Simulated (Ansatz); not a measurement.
All numbers below come from DFT PBE, scalar-relativistic, plane waves, PAW in Ansatz. All cells share a 420 eV cutoff and Γ-centred k meshes spaced at most 0.3 Å⁻¹ (0.19 for metals, 2π included).

Temperature and zero-point effects are left out. Only the structures computed here compete, so a lower one can exist. The k mesh leaves about 4 meV/atom of noise in metals. Weakly bound directions are ill-defined at this level, which has no dispersion term (AgCl P4/nmm). No run is spin-polarised.

6 distinct structures were compared, and 4 of them are shown here.

Problem. Order these relaxed structures of AgCl by energy, lowest first, with the energy over the lowest of them.
A.

Space group Cmcm (No. 63). a = 3.786 Å, b = 11.624 Å, c = 3.894 Å, α = 90.00°, β = 90.00°, γ = 90.00°
| atom | site | symmetry | x | y | z |
| --- | --- | --- | --- | --- | --- |
| Ag | 4c | m2m | 0.0000 | 0.6061 | 0.7500 |
| Cl | 4c | m2m | 0.5000 | 0.6335 | 0.2500 |

B.

Space group P6_3/mmc (No. 194). a = 4.515 Å, b = 4.515 Å, c = 5.975 Å, α = 90.00°, β = 90.00°, γ = 120.00°
```csv
atom,site,symmetry,x,y,z
Ag,2d,-6m2,0.3333,0.6667,0.7500
Cl,2c,-6m2,0.6667,0.3333,0.7500
```

C.

Space group Fm-3m (No. 225). a = 5.612 Å, b = 5.612 Å, c = 5.612 Å, α = 90.00°, β = 90.00°, γ = 90.00°
```
atom  site  symmetry       x       y       z
  Ag    4b      m-3m  0.5000  0.0000  0.0000
  Cl    4a      m-3m  0.0000  0.0000  0.0000
```

D.

Space group P4/nmm:1 (No. 129). a = 5.307 Å, b = 5.307 Å, c = 4.654 Å, α = 90.00°, β = 90.00°, γ = 90.00°
```
atom  site  symmetry       x       y       z
  Ag    2c       4mm  0.0000  0.5000  0.9972
  Cl    2a      -4m2  0.0000  0.0000  0.0000
```

Solution. B (0 meV/atom), C (14 meV/atom), A (48 meV/atom), D (96 meV/atom).